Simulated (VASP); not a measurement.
A run of VASP 6.6.1 is set up as follows.

File INCAR:

```
  ALGO = Normal
  EDIFF = 1E-7
  EDIFFG = -0.01
  ENCUT = 600
  GGA = PE
  IBRION = 2
  ISIF = 3
  ISMEAR = -1
  ISPIN = 2
  LASPH = T
  LCHARG = F
  LMAXMIX = 4
  LORBIT = 11
  LREAL = F
  LWAVE = F
  MAGMOM = 1
  NELM = 100
  NSW = 60
  PREC = Accurate
  SIGMA = 0.05
```

File KPOINTS:

```
k-points
0
Gamma
  13 13 13
```

Contents of POSCAR:

```
Ni
1.0
    0.0000000000      1.7375729330      1.7375729330
    1.7375729330      0.0000000000      1.7375729330
    1.7375729330      1.7375729330      0.0000000000
Ni
1
Direct
    0.0000000000      0.0000000000      0.0000000000
```

Potentials or basis: VASP PAW PBE potentials, release 64 (Ni_pv).

Command:

```sh
$ cat potpaw_PBE.64/Ni_pv/POTCAR > POTCAR
$ mpirun -np 1 vasp_std > vasp.out
```

Question: What does it give for the net moment?

Answer: 0.63 μB per cell.

Question: Estimate the relaxed volume.

Answer: 10.80 Å³/atom.

Step by step:
```
step  energy change (eV)  largest force (eV/Å)  pressure (GPa)  volume (Å³)
   1              0.0000                0.0000            6.73        10.49
   2              0.0018                0.0000           -6.70        11.18
   3             -0.0063                0.0000           -0.01        10.80
```
